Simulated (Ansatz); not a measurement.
# InSe under compression and expansion

```cif
data_structure
_symmetry_space_group_name_H-M 'P 1'
_symmetry_Int_Tables_number 1
_cell_length_a 8.6314
_cell_length_b 8.6314
_cell_length_c 8.6314
_cell_angle_alpha 26.796
_cell_angle_beta 26.796
_cell_angle_gamma 26.796
_cell_volume 115.24
loop_
_atom_site_label
_atom_site_type_symbol
_atom_site_fract_x
_atom_site_fract_y
_atom_site_fract_z
_atom_site_occupancy
In1 In 0.00000 0.00000 0.00000 1
In2 In 0.11220 0.11220 0.11220 1
Se1 Se 0.61550 0.61550 0.61550 1
Se2 Se 0.83000 0.83000 0.83000 1
```

The runs use the primitive cell with vectors (2.000, 1.155, 8.317), (-2.000, 1.155, 8.317), (0.000, -2.309, 8.317) Å, to which the k mesh refers.

The cell is COD entry 1534648, which may be a prediction rather than a measurement; nothing was relaxed.

Spin–orbit coupling is left out, though it moves levels of the heavy atoms by tenths of an eV or more.

Methods: DFT, PBEsol, all-electron LAPW, scalar-relativistic (Ansatz 0.2.0); DFT, PBEsol, PAW with Ansatz's default frozen-core files, scalar-relativistic (Ansatz 0.2.0).

For LAPW: a Γ-centred 7×7×7 k mesh, Fermi–Dirac smearing of 0.01 eV, basis error target 1 meV/atom, no spin polarisation. PAW takes a cutoff of 420 eV at this cell (files made with PBE, cores remade for this functional). The Ansatz runs share mesh, smearing and spin set-up. Plane-wave (PAW) pressures include the program's estimate of the Pulay term.

The cell above is scaled evenly, with fractional coordinates and shape held.

Question: Estimate the equilibrium volume and bulk modulus that LAPW (all electrons) gives for this fixed shape.

Answer: V0 = 28.96 Å³/atom, B0 = 51 GPa, B0′ = 4.7, from a third-order Birch–Murnaghan fit to these pressures:
```
V/V(cell)  V (Å³/atom)  P, LAPW (GPa)  P, PAW (GPa)  gap on the k mesh, LAPW (eV)  free energy over the lowest listed, PAW (meV/atom)
   0.9400       27.081           4.01          4.00                          0.83                                                21.8
   0.9600       27.657           2.62          2.61                          0.77                                                10.0
   0.9800       28.234           1.37          1.36                          0.72                                                 2.9
   0.9900       28.522           0.80          0.79                          0.69                                                 0.9
   1.0000       28.810           0.26          0.25                          0.67                                                 0.0
   1.0100       29.098          -0.25         -0.26                          0.65                                                 0.0
   1.0200       29.386          -0.73         -0.74                          0.63                                                 0.9
   1.0400       29.962          -1.61         -1.62                          0.59                                                 5.2
   1.0600       30.538          -2.40         -2.41                          0.55                                                12.5
```

PAW's V0 lies -0.02 % from the all-electron value and its B0 0.1 %. With shape and internal coordinates held, B0 is an upper bound to the relaxed modulus.
